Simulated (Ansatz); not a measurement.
**Two Ansatz runs on BAs**

Structure from Materials Project entry mp-10044 (possibly hypothetical), not relaxed further. The listed cell was then made from it by scaling, straining or moving an atom.

First run: DFT, LDA, all-electron PAW with datasets made for the crystal, scalar-relativistic (Ansatz 0.2.0).

Command: `ansatz run input.yaml --threads 1 --pin off --max-ram 2048MiB --backend cpu --events-out ev --progress --plain --runs-dir out` The run took 5.5 s on 1 thread of Arm Neoverse V1, on a shared host.

```yaml
crystal:
  lattice:
    - [0.0, 2.368777973, 2.368777973]
    - [2.368777973, 0.0, 2.368777973]
    - [2.368777973, 2.368777973, 0.0]
  atoms:
    - { symbol: B, position: [0.75, 0.75, 0.75] }
    - { symbol: As, position: [0.0, 0.0, 0.0] }
kpoints:
  mp_grid: { grid: [11, 11, 11] }
scf:
  occupations: { method: fermi_dirac, width: 0.01 }
hamiltonian:
  xc: lda
  pseudopotentials: { kind: all_electron, datasets: crystal }
output:
  forces: true
  stress: true
  eigenvalues: true
  efg: { contact_densities: true }
```

Result: converged; pressure -0.50 GPa; gap on the k mesh 1.14 eV (the mesh can miss the band edges); 7 SCF iterations.

The input is then changed:

```diff
@@ -11,6 +11,7 @@
 scf:
   occupations: { method: fermi_dirac, width: 0.01 }
+  mixing: { algorithm: broyden, beta: 0.9, ndim: 16 }
 hamiltonian:
-  xc: lda
+  xc: r2scan
   pseudopotentials: { kind: all_electron, datasets: crystal }
 output:
```

Predict the outcome of the changed run.

It converged; pressure 4.41 GPa; gap on the k mesh 1.37 eV (the mesh can miss the band edges); 8 SCF iterations.
